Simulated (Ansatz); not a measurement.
# Bands of Ru

```yaml
crystal:
  lattice:
    - [2.70580, 0.00000, 0.00000]
    - [-1.35290, 2.34329, 0.00000]
    - [0.00000, 0.00000, 4.28190]
  atoms:
    - { symbol: Ru, position: [0.33333, 0.66667, 0.25000] }
    - { symbol: Ru, position: [0.66667, 0.33333, 0.75000] }
```

Atoms are numbered in the order listed.

The conventional cell has a = 2.706 Å, b = 2.706 Å, c = 4.282 Å, α = 90.00°, β = 90.00°, γ = 120.00°. Ru (atom 1) has 12 Ru at 2.65 to 2.71 Å as nearest neighbours.

The cell is COD entry 9017842, as deposited and not checked against the literature; nothing was relaxed.

Level of theory: Ansatz 0.2.0, DFT, PBE, all-electron LAPW, scalar-relativistic.

Sampling and basis: a Γ-centred 14×14×8 k mesh, Fermi–Dirac smearing of 0.03 eV, basis error target 0.5 meV/atom, no spin polarisation.

Points in fractions of the reciprocal vectors of this cell: Γ (0, 0, 0), M (0.5, 0, 0), K (0.333, 0.333, 0), A (0, 0, 0.5), L (0.5, 0, 0.5), H (0.333, 0.333, 0.5). The path joins them by straight lines in the order Γ–M–K–Γ–A–L–H–A–L; legs that retrace an earlier one aren't tabulated. Energies are in eV from the Fermi level.

(1) List the levels at K between -8 and 6 eV.

(2) List the levels at M between -8 and 6 eV.

(3) List the levels at L between -8 and 6 eV.

(4) What is the band gap?

Results:

(1) -5.58, -4.30 (×2), -3.76, -2.83 (×2), -1.06, 1.02 (×2), 1.46.

(2) -6.14, -5.50, -5.36, -3.00, -2.06, -1.78, -1.51, 1.45, 1.86, 1.93, 4.08.

(3) -6.04 (×2), -4.52 (×2), -1.05 (×2), 0.46 (×2), 1.70 (×2), 3.41 (×2).

(4) none: bands cross the Fermi level, a metal.
